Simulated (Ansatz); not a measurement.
This ZrSi2O6 structure is the end of a relaxation. The cell was found from a structure generator's guess, not taken from experiment.

Level of theory: DFT PBE, scalar-relativistic, plane waves, PAW (Ansatz). Cutoff 420 eV, Γ-centred mesh, Gaussian smearing, no spin polarisation.

```cif
data_structure
_symmetry_space_group_name_H-M 'P 1'
_symmetry_Int_Tables_number 1
_cell_length_a 3.5804
_cell_length_b 3.5804
_cell_length_c 7.4485
_cell_angle_alpha 90.000
_cell_angle_beta 90.000
_cell_angle_gamma 120.000
_cell_volume 82.69
loop_
_atom_site_label
_atom_site_type_symbol
_atom_site_fract_x
_atom_site_fract_y
_atom_site_fract_z
_atom_site_occupancy
Zr1 Zr 0.00000 0.00000 0.50000 1
Si1 Si 0.66667 0.33333 0.85110 1
Si2 Si 0.33333 0.66667 0.14890 1
O1 O 0.00000 0.00000 0.78509 1
O2 O 0.33333 0.66667 0.39131 1
O3 O 0.66667 0.33333 0.08149 1
O4 O 0.66667 0.33333 0.60869 1
O5 O 0.00000 0.00000 0.21491 1
O6 O 0.33333 0.66667 0.91851 1
```

Formation energies are uncorrected and refer to the elements' standard structures at the same level (O₂ as a molecule).

Q: What space group does it have?

A: P-3m1 (No. 164), with Zr and Si ordered on fluorite sites. Conventional cell: a = 3.580 Å, c = 7.448 Å. Zr has 8 O at 2.12–2.22 Å; around Si lie 2 O at 1.72–1.81 Å and 6 O at 2.12–2.13 Å; O on its first site has 1 Zr at 2.12 Å, 3 Si at 2.12 Å, 3 O at 2.29 Å and 3 O at 2.45 Å; O on its second site is surrounded by 1 Si at 1.81 Å, 3 Zr at 2.22 Å and 3 O at 2.45 Å; 1 more site not described.

Q: How far does it lie from the elements in energy?

A: −2.090 eV/atom.

Q: Is it a metal?

A: No, the gap on the 12×12×4 mesh is 1.71 eV.

The last run used a 12×12×4 mesh (in the run's order of axes) for its 9-atom cell and Gaussian smearing of 0.02 eV. Kohn–Sham gaps at this level usually fall short of measured ones. Symmetry constrained the relaxation, so the result can be a saddle point. Another cell of ZrSi2O6 relaxed alike, in C2, lies 0.83 eV/atom lower, so this cell isn't the stable form at this level.
